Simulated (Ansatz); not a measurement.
CdSe: equilibrium volume by level of theory

```yaml
crystal:
  lattice:
    - [4.30000, 0.00000, 0.00000]
    - [-2.15000, 3.72391, 0.00000]
    - [0.00000, 0.00000, 7.02000]
  atoms:
    - { symbol: Cd, position: [0.66667, 0.33333, 0.50000] }
    - { symbol: Cd, position: [0.33333, 0.66667, 0.00000] }
    - { symbol: Se, position: [0.66667, 0.33333, 0.88500] }
    - { symbol: Se, position: [0.33333, 0.66667, 0.38500] }
```

| rung | level | program and potentials | cutoff (eV) | k mesh | smearing | core time | chip | equilibrium volume (Å³/atom) | notes |
| --- | --- | --- | --- | --- | --- | --- | --- | --- | --- |
| GGA | RPBE | Ansatz, Ansatz PAW | 420 | 7 × 7 × 4 | fermi-dirac 0.05 | 29 s | Intel Xeon Platinum 8488C Sapphire Rapids | 31.04 | potentials made for PBE, which Ansatz adapts in part |
| non-local van der Waals functional | rPW86-PBE+rVV10 | Ansatz, Ansatz PAW | 420 | 7 × 7 × 4 | fermi-dirac 0.05 | 31 s | Intel Xeon 6975P-C Granite Rapids | 29.93 | potentials made for PBE, which Ansatz adapts in part |
| meta-GGA + dispersion | r2SCAN+D4 | Ansatz, Ansatz PAW | 500 | 7 × 7 × 4 | fermi-dirac 0.05 | 41 s | Intel Xeon 6975P-C Granite Rapids | 28.54 | potentials made for PBE, which Ansatz adapts in part |
| GGA | PBEsol | Ansatz, Ansatz PAW | 420 | 7 × 7 × 4 | fermi-dirac 0.05 | 63 s | Intel Xeon Skylake/Cascade Lake | 28.12 | potentials made for PBE, which Ansatz adapts in part |
| LDA | LDA | Ansatz, Ansatz PAW | 420 | 7 × 7 × 4 | fermi-dirac 0.05 | 65 s | Intel Xeon Skylake/Cascade Lake | 27.11 | potentials made for PBE, which Ansatz adapts in part |
| GGA + dispersion | PBEsol+D4 | Ansatz, Ansatz PAW | 420 | 7 × 7 × 4 | fermi-dirac 0.05 | 67 s | Intel Xeon Skylake/Cascade Lake | 27.58 | potentials made for PBE, which Ansatz adapts in part |
| GGA + dispersion | PBE+D3(BJ) | Ansatz, Ansatz PAW | 420 | 7 × 7 × 4 | fermi-dirac 0.05 | 68 s | Intel Xeon Skylake/Cascade Lake | 28.56 | - |
| GGA | PBE | Ansatz, Ansatz PAW | 420 | 7 × 7 × 4 | fermi-dirac 0.05 | 74 s | Intel Xeon Skylake/Cascade Lake | 29.76 | - |
| GGA | BLYP | Ansatz, Ansatz PAW | 420 | 7 × 7 × 4 | fermi-dirac 0.05 | 78 s | Intel Xeon Skylake/Cascade Lake | 31.58 | potentials made for PBE, which Ansatz adapts in part |
| GGA + dispersion | BLYP+D3(BJ) | Ansatz, Ansatz PAW | 420 | 7 × 7 × 4 | fermi-dirac 0.05 | 81 s | Intel Xeon Skylake/Cascade Lake | 28.63 | potentials made for PBE, which Ansatz adapts in part |
| GGA | revPBE | Ansatz, Ansatz PAW | 420 | 7 × 7 × 4 | fermi-dirac 0.05 | 82 s | Intel Xeon Skylake/Cascade Lake | 30.70 | potentials made for PBE, which Ansatz adapts in part |
| GGA + dispersion | PBEsol+D3(BJ) | Ansatz, Ansatz PAW | 420 | 7 × 7 × 4 | fermi-dirac 0.05 | 85 s | Intel Xeon Skylake/Cascade Lake | 27.25 | potentials made for PBE, which Ansatz adapts in part |
| GGA + dispersion | RPBE+D4 | Ansatz, Ansatz PAW | 420 | 7 × 7 × 4 | fermi-dirac 0.05 | 89 s | Intel Xeon Skylake/Cascade Lake | 28.60 | potentials made for PBE, which Ansatz adapts in part |
| meta-GGA | m-r2SCAN | Ansatz, Ansatz PAW | 500 | 7 × 7 × 4 | fermi-dirac 0.05 | 1.8 min | Arm Neoverse V1 | 28.86 | potentials made for PBE, which Ansatz adapts in part |
| hybrid | HSE06 | Ansatz, Ansatz PAW | 420 | 4 × 4 × 2 | fermi-dirac 0.05 | 4.2 min | Arm Neoverse V1 | 29.05 | coarse mesh; potentials made for PBE, which Ansatz adapts in part |
| hybrid | r2SCANh | Ansatz, Ansatz PAW | 500 | 4 × 4 × 2 | fermi-dirac 0.05 | 6.3 min | Intel Xeon Platinum 8488C Sapphire Rapids | 28.75 | coarse mesh; potentials made for PBE, which Ansatz adapts in part |
| Hartree-Fock | HF | Ansatz, Ansatz PAW | 420 | 4 × 4 × 2 | fermi-dirac 0.05 | 9.3 min | Arm Neoverse V1 | 31.30 | coarse mesh; potentials made for PBE, which Ansatz adapts in part |
| hybrid | r2SCAN50 | Ansatz, Ansatz PAW | 500 | 4 × 4 × 2 | fermi-dirac 0.05 | 10 min | Intel Xeon Platinum 8259CL Skylake/Cascade Lake | 28.28 | coarse mesh; potentials made for PBE, which Ansatz adapts in part |

Times are single runs on shared hosts and different chips, so they are rough; meshes, cutoffs and the tasks' sizes weigh on the time. Task: relaxation of cell and atoms. All rows: no spin polarisation. m-r2SCAN is the variant of Desmarais and co-workers (2025). Smearing widths are in eV. Meshes differ between rows, which moves values too. Meshes are those of the run's cell of 4 atoms unless a note names another. Relaxations start from the cell shown or near it and stop with a little pressure left. Runs on faulty files, with rough fits or with known faults for this quantity aren't shown. No row holds spin-orbit coupling.

By rung: LDA 27.11; GGA 28.12 to 31.58; GGA + dispersion 27.25 to 28.63; non-local van der Waals functional 29.93; meta-GGA + dispersion 28.54; meta-GGA 28.86; hybrid on coarse meshes 28.28 to 29.05; Hartree-Fock on coarse meshes 31.30 (Å³/atom).
